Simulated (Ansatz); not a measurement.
**Nb(100) with 4 layers of random Nb-Re, 2x2: scattering by chemical disorder**

How strongly does chemical disorder scatter in Nb(100) with 4 layers of random Nb-Re, 2x2?

Main program and level: Ansatz 0.2.0; Ansatz plane-wave DFT, PBE, PAW files; ballistic transport by layer matching (Landauer), zero bias; PAW set soft_1.

## Step 1: Starting point

The cell holds 56 atoms: 48 Nb and 8 Re. Cell: a = 6.613 Å, b = 6.613 Å, c = 23.144 Å, α = 90.0°, β = 90.0°, γ = 90.0°. It derives from Nb. Regions: lead, 40 atoms (40 Nb); scattering region, 16 atoms (8 Re and 8 Nb). The structure is stacked along c, and the current runs across the ab planes.

## Step 2: With 4 alloy layers

In 4 layers a share of 0.5 of the sites is given to Re at random. The layers about the cell's end stay perfect and serve as the lead. Disorder leaves little or no symmetry, which makes such runs dear. Energies from -0.05 to 0.05 eV in steps of 0.05 eV are too few for the program's thermal sum, so it prints no conductance; for a metal the transmission near the Fermi level serves, at a fraction of the cost.

File input.yaml:

```yaml
crystal:
  lattice:
    - [6.6126, 0.0, 0.0]
    - [0.0, 6.6126, 0.0]
    - [0.0, 0.0, 23.1441]
  atoms:
    - { symbol: Nb, position: [0.0, 0.0, 0.0357142857] }
    - { symbol: Nb, position: [0.0, 0.5, 0.0357142857] }
    - { symbol: Nb, position: [0.5, 0.0, 0.0357142857] }
    - { symbol: Nb, position: [0.5, 0.5, 0.0357142857] }
    - { symbol: Nb, position: [0.25, 0.25, 0.1071428571] }
    - { symbol: Nb, position: [0.25, 0.75, 0.1071428571] }
    - { symbol: Nb, position: [0.75, 0.25, 0.1071428571] }
    - { symbol: Nb, position: [0.75, 0.75, 0.1071428571] }
    - { symbol: Nb, position: [0.0, 0.0, 0.1785714286] }
    - { symbol: Nb, position: [0.0, 0.5, 0.1785714286] }
    - { symbol: Nb, position: [0.5, 0.0, 0.1785714286] }
    - { symbol: Nb, position: [0.5, 0.5, 0.1785714286] }
    - { symbol: Nb, position: [0.25, 0.25, 0.25] }
    - { symbol: Nb, position: [0.25, 0.75, 0.25] }
    - { symbol: Nb, position: [0.75, 0.25, 0.25] }
    - { symbol: Nb, position: [0.75, 0.75, 0.25] }
    - { symbol: Nb, position: [0.0, 0.0, 0.3214285714] }
    - { symbol: Nb, position: [0.0, 0.5, 0.3214285714] }
    - { symbol: Nb, position: [0.5, 0.0, 0.3214285714] }
    - { symbol: Nb, position: [0.5, 0.5, 0.3214285714] }
    - { symbol: Re, position: [0.25, 0.25, 0.3928571429] }
    - { symbol: Nb, position: [0.25, 0.75, 0.3928571429] }
    - { symbol: Nb, position: [0.75, 0.25, 0.3928571429] }
    - { symbol: Nb, position: [0.75, 0.75, 0.3928571429] }
    - { symbol: Re, position: [0.0, 0.0, 0.4642857143] }
    - { symbol: Nb, position: [0.0, 0.5, 0.4642857143] }
    - { symbol: Re, position: [0.5, 0.0, 0.4642857143] }
    - { symbol: Re, position: [0.5, 0.5, 0.4642857143] }
    - { symbol: Re, position: [0.25, 0.25, 0.5357142857] }
    - { symbol: Nb, position: [0.25, 0.75, 0.5357142857] }
    - { symbol: Nb, position: [0.75, 0.25, 0.5357142857] }
    - { symbol: Nb, position: [0.75, 0.75, 0.5357142857] }
    - { symbol: Re, position: [0.0, 0.0, 0.6071428571] }
    - { symbol: Re, position: [0.0, 0.5, 0.6071428571] }
    - { symbol: Nb, position: [0.5, 0.0, 0.6071428571] }
    - { symbol: Re, position: [0.5, 0.5, 0.6071428571] }
    - { symbol: Nb, position: [0.25, 0.25, 0.6785714286] }
    - { symbol: Nb, position: [0.25, 0.75, 0.6785714286] }
    - { symbol: Nb, position: [0.75, 0.25, 0.6785714286] }
    - { symbol: Nb, position: [0.75, 0.75, 0.6785714286] }
    - { symbol: Nb, position: [0.0, 0.0, 0.75] }
    - { symbol: Nb, position: [0.0, 0.5, 0.75] }
    - { symbol: Nb, position: [0.5, 0.0, 0.75] }
    - { symbol: Nb, position: [0.5, 0.5, 0.75] }
    - { symbol: Nb, position: [0.25, 0.25, 0.8214285714] }
    - { symbol: Nb, position: [0.25, 0.75, 0.8214285714] }
    - { symbol: Nb, position: [0.75, 0.25, 0.8214285714] }
    - { symbol: Nb, position: [0.75, 0.75, 0.8214285714] }
    - { symbol: Nb, position: [0.0, 0.0, 0.8928571429] }
    - { symbol: Nb, position: [0.0, 0.5, 0.8928571429] }
    - { symbol: Nb, position: [0.5, 0.0, 0.8928571429] }
    - { symbol: Nb, position: [0.5, 0.5, 0.8928571429] }
    - { symbol: Nb, position: [0.25, 0.25, 0.9642857143] }
    - { symbol: Nb, position: [0.25, 0.75, 0.9642857143] }
    - { symbol: Nb, position: [0.75, 0.25, 0.9642857143] }
    - { symbol: Nb, position: [0.75, 0.75, 0.9642857143] }
kpoints:
  mp_grid: { grid: [4, 4, 1] }
hamiltonian:
  xc: pbe
  pseudopotentials: { kind: paw, azcp: { folder: soft_1 } }
scf:
  occupations: { method: fermi_dirac, width: 0.1 }
output:
  transmission: { leads: [[0, 4]], kmesh: [8, 8], e_range: [-0.05, 0.05], de: 0.05 }
  write_potential: true
  write_density: true
  volumetric_format: npy
```

The run is started by

```sh
$ ansatz run input.yaml --threads 4 --pin off --max-ram 15360MiB --backend cpu --events-out ev --progress --plain --runs-dir out
```

Numbers of over 12 decimals in the logs are rounded to 6 here.

The program printed:

```text
Engine: ansatz 0.2.0, x86_64-unknown-linux-gnu
Pseudopotentials: kind: paw
Pseudopotential: Nb, paw, valence charge 13, recommended cutoff 420 eV (normal), soft_1/Nb.paw.azcp
Pseudopotential: Re, paw, valence charge 15, recommended cutoff 420 eV (normal), soft_1/Re.paw.azcp
Functional definition: PBE
  parameter kappa = 0.804
  parameter beta = 0.066725
  exchange = pbe_x(kappa = kappa, mu = beta*pi^2/3)
  correlation = pbe_c(beta = beta)
Crystal: 56 atoms, lattice volume = 1012.010 Å³
Basis set: ecut = 420 eV, 19757 PW (Γ)
Bands: 447, of which v1, the nominal top of the filled ones, is band 372 counted from 1 (371 counted from 0)
Symmetry: 2 space group operations
Space group: Cm (ITA 8), of the structure as read, at distance tolerance 1.0e-4 Å
k-points: 7 of 16 (time reversal used)
Non-local potential: Nb, projectors of the file, l = 0: 3, l = 1: 2, l = 2: 2, l = 3: 1
Non-local potential: Re, projectors of the file, l = 0: 3, l = 1: 2, l = 2: 2, l = 3: 1
PAW form: soft (Blöchl's): semilocal exchange-correlation on the pseudo side does not see the compensation charge
PAW one-centre angular grid: Nb, 590 points (default); XC on 64 Gauss nodes
PAW one-centre angular grid: Re, 590 points (default); XC on 64 Gauss nodes
Initial density: superposition of atomic densities (chi_scale 0.1, normalization cell, long waves of neutral atoms (reshape's long-wave potential 4.85 eV rms, cloud 3.15 Å wide))
Initial wavefunctions: pseudopotential atomic-orbital guess
Functional: x = pbe(κ = 0.804, μ = 0.219515), c = pbe(β = 0.066725)
SCF iter   1: F=—  HF=-305504.207998 eV  |F-HF|=—  |Δ(HF+E_count)|=         —  Δρ=8.80e-2  dr2=8.63e2  ethr=3.10e-3  ⟨swp⟩=5.7  Hψ=10602  notcnv=0  defer=7
preconditioner: auto → Kerker (q_TF=auto, 2.592 Å⁻¹)  [metal: Δε(μ)=0.011 eV  Ē_g=4.009 eV  σ=0.100 eV  W_gap=0.03  n_scr=294 (ndim 8)  ℏωp=20.1 eV  f_vac=0.000  D(μ)=52.58/eV (n_scr^D=514)]
SCF iter   2: F=—  HF=-305479.944853 eV  |F-HF|=—  |Δ(HF+E_count)|=    2.43e1  Δρ=5.08e-2  dr2=2.68e2  ethr=3.10e-3  ⟨swp⟩=4.0  Hψ=6550  notcnv=0  defer=41
SCF iter   3: F=—  HF=-305469.337242 eV  |F-HF|=—  |Δ(HF+E_count)|=    1.06e1  Δρ=8.19e-3  dr2=1.12e1  ethr=3.10e-3  ⟨swp⟩=6.4  Hψ=11989  notcnv=0  defer=25
SCF iter   4: F=—  HF=-305469.167489 eV  |F-HF|=—  |Δ(HF+E_count)|=   1.70e-1  Δρ=1.67e-3  dr2=6.02e-1  ethr=1.50e-3  ⟨swp⟩=3.1  Hψ=3804  notcnv=0  defer=19
SCF iter   5: F=—  HF=-305469.158516 eV  |F-HF|=—  |Δ(HF+E_count)|=   8.97e-3  Δρ=7.38e-4  dr2=1.59e-1  ethr=8.09e-5  ⟨swp⟩=3.7  Hψ=3558  notcnv=0  defer=5
SCF iter   6: F=—  HF=-305469.155392 eV  |F-HF|=—  |Δ(HF+E_count)|=   3.12e-3  Δρ=1.87e-4  dr2=9.34e-3  ethr=2.13e-5  ⟨swp⟩=1.9  Hψ=3422  notcnv=0  defer=1
SCF iter   7: F=—  HF=-305469.155245 eV  |F-HF|=—  |Δ(HF+E_count)|=   1.47e-4  Δρ=5.36e-5  dr2=3.36e-4  ethr=1.26e-6  ⟨swp⟩=1.3  Hψ=3242  notcnv=0  defer=1
SCF iter   8: F=—  HF=-305469.155242 eV  |F-HF|=—  |Δ(HF+E_count)|=   2.43e-6  Δρ=8.42e-6  dr2=3.18e-6  ethr=4.52e-8  ⟨swp⟩=2.0  Hψ=3605  notcnv=0  defer=1
SCF iter   9: F=—  HF=-305469.154503 eV  |F-HF|=—  |Δ(HF+E_count)|=   7.39e-4  Δρ=2.14e-6  dr2=5.37e-7  ethr=4.27e-10  ⟨swp⟩=2.1  Hψ=4297  notcnv=0  defer=1
SCF iter  10: F=-305469.154503 eV  HF=-305469.154503 eV  |F-HF|=4.89e-9  |Δ(HF+E_count)|=   1.62e-8  Δρ=5.06e-7  dr2=6.11e-9  ethr=1.34e-11  ⟨swp⟩=10.3  Hψ=9574  notcnv=0
SCF 1 converged in 10 iterations: F = -305469.154503 eV  dr2 = 6.11e-9
  greatest PAW one-centre occupation: 1.000 electrons in one spin orbital (limit 2), on the Re atom at site 28 (counted from 0), in its partial waves of l = 0
transmission: 90 of 882 steps passed
transmission: 180 of 882 steps passed
[...]
transmission: 882 of 882 steps passed
SCF converged after 10 iterations
Free energy (F): -305469.154503 eV
Harris-Foulkes:  -305469.154503 eV  (|F-HF|=4.89e-9)
Internal energy: -305467.206811 eV  (E = F + TS)
E sigma→0 (E₀):  -305468.180657 eV
Entropy (-TS):   -1.947692 eV (-34.780 meV/atom)
Fermi energy:    17.969746 eV
--- Per-component energies (eV) ---
  E_band       = -4468.339602
  E_kinetic    = 22021.778815
  E_local      = -39871.469267  (includes V_loc(G=0)·N_el)
  E_nonlocal   = 5185.962021
  E_hartree    = 13486.800062
  E_xc         = -10785.906180
  E_vxc        = -11923.649370  (∫ρ·V_xc dr)
  E_paw        = -217574.742848  (= ΣΔE_a)
  E_vpaw       = -6854.565223  (= ΣTr[D̂ρ^β])
  E_aug_tail   = 0.002201  (compensation charges beyond the density's cutoff)
  E_ewald      = -77929.631615
  E_smearing   = -1.947692  (= −TS)
  E_closure    = 0.000000  (closes the sum)
  Σ components = -305469.154503   (vs F -305469.154503, Δ=0.00e0)
--- Band table (eV; the first three rows and the last of 7) ---
  k-point 0: bands = [... 368 lower, 18.3113, 18.3935, 18.4064, 18.4167, 18.4181, 18.4319, 18.4801, 18.5344, ... 71 higher]
  k-point 1: bands = [... 368 lower, 18.1610, 18.1927, 18.2430, 18.2520, 18.2776, 18.3050, 18.3525, 18.3633, ... 71 higher]
  k-point 2: bands = [... 368 lower, 17.9155, 17.9288, 17.9531, 17.9711, 17.9746, 17.9911, 18.0020, 18.0107, ... 71 higher]
  k-point 6: bands = [... 368 lower, 17.2307, 17.2825, 17.2891, 17.2996, 17.3492, 17.3841, 17.4084, 17.4232, ... 71 higher]
--- Transmission ---
  basis      : 385 plane waves across, 42 finite elements along
  points     : 21, standing for a mesh of 8 x 8
  energies   : 3 from -0.050000 to 0.050000 eV about the Fermi level, 0.050000 eV apart; the leads are filled to 0.000000 eV, and channels, transmission and decay are at 0.000000 eV
  crystal 0  : Nb4, at the sites [0, 4], period 1.6531 Å, over 16.53 Å; its Hamiltonian steps by up to 7.9 meV
    offset         : up to 0.0000 Å between an atom of the period and one for which it stands
    channels       : 1.085938e1 a spin
    conductance    : none, the energies end too early or step too widely for 300 K: set another output.transmission.e_range or a lower de, or, where they end at an eighth of basis.ecutwfc, a higher one
  junction   : crystal 0 to crystal 0, 0.70 to 22.19 Å
    transmission   : 4.526818e0 a spin
    conductance    : none, the energies end too early or step too widely for 300 K: set another output.transmission.e_range or a lower de, or, where they end at an eighth of basis.ecutwfc, a higher one
```

Run time: 6.4 min. Hardware: 4 threads of AMD EPYC 9R14 (Zen 4), shared host; peak memory 8.3 GiB; 21 min of CPU time.

This step gave:

| Quantity | Value |
| --- | --- |
| free energy | -305469.1545 eV |
| energy at zero smearing | -305468.1807 eV |
| Fermi energy | 17.97 eV |
| cell area | 43.73 Å² |
| transmission per spin nearest the Fermi level | 4.527 |
| open channels per spin nearest the Fermi level | 10.86 |
| step of the lead's potential | 7.9 meV |

Per spin. The transmission, zone mean by energy, zero at the Fermi level:

```csv
energy (eV),"transmission, zone mean"
-0.0500,4.69
0.0000,4.53
0.0500,4.38
```

Per spin. Open channels, zone mean, lead against energy, zero at the Fermi level:

```csv
energy (eV),"open channels, zone mean, lead"
-0.0500,11.7
0.0000,10.9
0.0500,10.4
```

Transmission over k1 and k2. At 0.0000 eV from the Fermi level.

Ten even steps from '0' (2.16) to '9' (8.63):
```
00123210
01367531
12689852
23799973
12589862
01357631
00123210
10012100
```
Columns: k1 (b1) from -0.5 to 0.375; rows upwards: k2 (b2) from -0.5 to 0.375.

Open channels over k1 and k2. At 0.0000 eV from the Fermi level.

Ten even steps from '_' (4.0) to '@' (14.0):
```
__++++@@@@@@++++
**++**%%@@%%**++
**@@%%######%%@@
@@@@@@######@@@@
**@@%%######%%@@
**++**%%@@%%**++
__++++@@@@@@++++
____****@@****__
```
Columns: k1 (b1) from -0.5 to 0.375; rows upwards: k2 (b2) from -0.5 to 0.375.

Over the solved energies the transmission per spin lies between 4.38 and 4.69, out of 11.0 channels of the lead on average (up to 11.7).

## Step 3: With 8 alloy layers

In 8 layers a share of 0.5 of the sites is given to Re at random. A fresh draw is used; the growth of the resistance with length is what counts.

System of this step: Nb(100) with 8 layers of random Nb-Re, 2x2. The cell holds 72 atoms: 56 Nb and 16 Re. Cell: a = 6.613 Å, b = 6.613 Å, c = 29.757 Å, α = 90.0°, β = 90.0°, γ = 90.0°. It derives from Nb. Regions: lead, 40 atoms (40 Nb); scattering region, 32 atoms (16 Nb and 16 Re). The structure is stacked along c, and the current runs across the ab planes.

File input.yaml:

```yaml
crystal:
  lattice:
    - [6.6126, 0.0, 0.0]
    - [0.0, 6.6126, 0.0]
    - [0.0, 0.0, 29.7567]
  atoms:
    - { symbol: Nb, position: [0.0, 0.0, 0.0277777778] }
    - { symbol: Nb, position: [0.0, 0.5, 0.0277777778] }
    - { symbol: Nb, position: [0.5, 0.0, 0.0277777778] }
    - { symbol: Nb, position: [0.5, 0.5, 0.0277777778] }
    - { symbol: Nb, position: [0.25, 0.25, 0.0833333333] }
    - { symbol: Nb, position: [0.25, 0.75, 0.0833333333] }
    - { symbol: Nb, position: [0.75, 0.25, 0.0833333333] }
    - { symbol: Nb, position: [0.75, 0.75, 0.0833333333] }
    - { symbol: Nb, position: [0.0, 0.0, 0.1388888889] }
    - { symbol: Nb, position: [0.0, 0.5, 0.1388888889] }
    - { symbol: Nb, position: [0.5, 0.0, 0.1388888889] }
    - { symbol: Nb, position: [0.5, 0.5, 0.1388888889] }
    - { symbol: Nb, position: [0.25, 0.25, 0.1944444444] }
    - { symbol: Nb, position: [0.25, 0.75, 0.1944444444] }
    - { symbol: Nb, position: [0.75, 0.25, 0.1944444444] }
    - { symbol: Nb, position: [0.75, 0.75, 0.1944444444] }
    - { symbol: Nb, position: [0.0, 0.0, 0.25] }
    - { symbol: Nb, position: [0.0, 0.5, 0.25] }
    - { symbol: Nb, position: [0.5, 0.0, 0.25] }
    - { symbol: Nb, position: [0.5, 0.5, 0.25] }
    - { symbol: Nb, position: [0.25, 0.25, 0.3055555556] }
    - { symbol: Nb, position: [0.25, 0.75, 0.3055555556] }
    - { symbol: Nb, position: [0.75, 0.25, 0.3055555556] }
    - { symbol: Re, position: [0.75, 0.75, 0.3055555556] }
    - { symbol: Re, position: [0.0, 0.0, 0.3611111111] }
    - { symbol: Nb, position: [0.0, 0.5, 0.3611111111] }
    - { symbol: Re, position: [0.5, 0.0, 0.3611111111] }
    - { symbol: Nb, position: [0.5, 0.5, 0.3611111111] }
    - { symbol: Re, position: [0.25, 0.25, 0.4166666667] }
    - { symbol: Re, position: [0.25, 0.75, 0.4166666667] }
    - { symbol: Nb, position: [0.75, 0.25, 0.4166666667] }
    - { symbol: Re, position: [0.75, 0.75, 0.4166666667] }
    - { symbol: Nb, position: [0.0, 0.0, 0.4722222222] }
    - { symbol: Nb, position: [0.0, 0.5, 0.4722222222] }
    - { symbol: Nb, position: [0.5, 0.0, 0.4722222222] }
    - { symbol: Re, position: [0.5, 0.5, 0.4722222222] }
    - { symbol: Re, position: [0.25, 0.25, 0.5277777778] }
    - { symbol: Re, position: [0.25, 0.75, 0.5277777778] }
    - { symbol: Re, position: [0.75, 0.25, 0.5277777778] }
    - { symbol: Re, position: [0.75, 0.75, 0.5277777778] }
    - { symbol: Nb, position: [0.0, 0.0, 0.5833333333] }
    - { symbol: Nb, position: [0.0, 0.5, 0.5833333333] }
    - { symbol: Re, position: [0.5, 0.0, 0.5833333333] }
    - { symbol: Re, position: [0.5, 0.5, 0.5833333333] }
    - { symbol: Re, position: [0.25, 0.25, 0.6388888889] }
    - { symbol: Nb, position: [0.25, 0.75, 0.6388888889] }
    - { symbol: Nb, position: [0.75, 0.25, 0.6388888889] }
    - { symbol: Nb, position: [0.75, 0.75, 0.6388888889] }
    - { symbol: Nb, position: [0.0, 0.0, 0.6944444444] }
    - { symbol: Nb, position: [0.0, 0.5, 0.6944444444] }
    - { symbol: Re, position: [0.5, 0.0, 0.6944444444] }
    - { symbol: Re, position: [0.5, 0.5, 0.6944444444] }
    - { symbol: Nb, position: [0.25, 0.25, 0.75] }
    - { symbol: Nb, position: [0.25, 0.75, 0.75] }
    - { symbol: Nb, position: [0.75, 0.25, 0.75] }
    - { symbol: Nb, position: [0.75, 0.75, 0.75] }
    - { symbol: Nb, position: [0.0, 0.0, 0.8055555556] }
    - { symbol: Nb, position: [0.0, 0.5, 0.8055555556] }
    - { symbol: Nb, position: [0.5, 0.0, 0.8055555556] }
    - { symbol: Nb, position: [0.5, 0.5, 0.8055555556] }
    - { symbol: Nb, position: [0.25, 0.25, 0.8611111111] }
    - { symbol: Nb, position: [0.25, 0.75, 0.8611111111] }
    - { symbol: Nb, position: [0.75, 0.25, 0.8611111111] }
    - { symbol: Nb, position: [0.75, 0.75, 0.8611111111] }
    - { symbol: Nb, position: [0.0, 0.0, 0.9166666667] }
    - { symbol: Nb, position: [0.0, 0.5, 0.9166666667] }
    - { symbol: Nb, position: [0.5, 0.0, 0.9166666667] }
    - { symbol: Nb, position: [0.5, 0.5, 0.9166666667] }
    - { symbol: Nb, position: [0.25, 0.25, 0.9722222222] }
    - { symbol: Nb, position: [0.25, 0.75, 0.9722222222] }
    - { symbol: Nb, position: [0.75, 0.25, 0.9722222222] }
    - { symbol: Nb, position: [0.75, 0.75, 0.9722222222] }
kpoints:
  mp_grid: { grid: [4, 4, 1] }
hamiltonian:
  xc: pbe
  pseudopotentials: { kind: paw, azcp: { folder: soft_1 } }
scf:
  occupations: { method: fermi_dirac, width: 0.1 }
output:
  transmission: { leads: [[0, 4]], kmesh: [8, 8], e_range: [-0.05, 0.05], de: 0.05 }
  write_potential: true
  write_density: true
  volumetric_format: npy
```

The program printed:

```text
[...]
Crystal: 72 atoms, lattice volume = 1301.156 Å³
Basis set: ecut = 420 eV, 25467 PW (Γ)
Bands: 581, of which v1, the nominal top of the filled ones, is band 484 counted from 1 (483 counted from 0)
Symmetry: 1 space group operations
[...]
k-points: 10 of 16 (time reversal used)
[...]
SCF iter   1: F=—  HF=-428887.500449 eV  |F-HF|=—  |Δ(HF+E_count)|=         —  Δρ=8.86e-2  dr2=1.72e3  ethr=3.10e-3  ⟨swp⟩=4.7  Hψ=18738  notcnv=0  defer=9
[...]
SCF iter  10: F=-428840.879214 eV  HF=-428840.879214 eV  |F-HF|=1.41e-8  |Δ(HF+E_count)|=   4.25e-8  Δρ=4.88e-7  dr2=1.60e-8  ethr=1.03e-11  ⟨swp⟩=10.1  Hψ=16331  notcnv=0
SCF 1 converged in 10 iterations: F = -428840.879214 eV  dr2 = 1.60e-8
[...]
transmission: 195 of 1904 steps passed
transmission: 381 of 1904 steps passed
[...]
transmission: 1904 of 1904 steps passed
SCF converged after 10 iterations
Free energy (F): -428840.879214 eV
[...]
Internal energy: -428838.456307 eV  (E = F + TS)
E sigma→0 (E₀):  -428839.667760 eV
Entropy (-TS):   -2.422907 eV (-33.651 meV/atom)
Fermi energy:    18.153204 eV
[...]
--- Band table (eV; the first three rows and the last of 10) ---
  k-point 0: bands = [... 480 lower, 18.4891, 18.4952, 18.4963, 18.5050, 18.5158, 18.5197, 18.5384, 18.5420, ... 93 higher]
  k-point 1: bands = [... 480 lower, 18.2413, 18.2985, 18.3079, 18.3631, 18.3798, 18.3883, 18.4065, 18.4281, ... 93 higher]
  k-point 2: bands = [... 480 lower, 18.0848, 18.1022, 18.1109, 18.1149, 18.1222, 18.1324, 18.1426, 18.1534, ... 93 higher]
  k-point 9: bands = [... 480 lower, 17.4671, 17.4977, 17.5333, 17.5587, 17.6145, 17.6242, 17.6363, 17.6410, ... 93 higher]
--- Transmission ---
  basis      : 385 plane waves across, 56 finite elements along
  points     : 34, standing for a mesh of 8 x 8
[...]
channels       : 1.082812e1 a spin
[...]
junction   : crystal 0 to crystal 0, 0.70 to 28.80 Å
    transmission   : 3.143194e0 a spin
[...]
```

The job ended after 14 min (4 threads; peak memory 8.6 GiB; 47 min of CPU time).

This step gave:

| Quantity | Value |
| --- | --- |
| free energy | -428840.8792 eV |
| energy at zero smearing | -428839.6678 eV |
| Fermi energy | 18.15 eV |
| transmission per spin nearest the Fermi level | 3.143 |
| open channels per spin nearest the Fermi level | 10.83 |
| step of the lead's potential | 6.6 meV |

Per spin. The transmission, zone mean by energy, zero at the Fermi level:

```csv
energy (eV),"transmission, zone mean"
-0.0500,3.21
0.0000,3.14
0.0500,3.13
```

Over the solved energies the transmission per spin lies between 3.13 and 3.21, out of 11.0 channels of the lead on average (up to 11.7).

[end of part 1 of 2]

[Logs are printed without paths, hosts, clocks, repeated set-up lines and the standing remarks that a program may print on its own settings, such as how far it seeks lower states.]

[Hosts, paths, dates, database ids (printed as entryN), source tags and the programs' standing remarks are cut or masked in the printed files.]
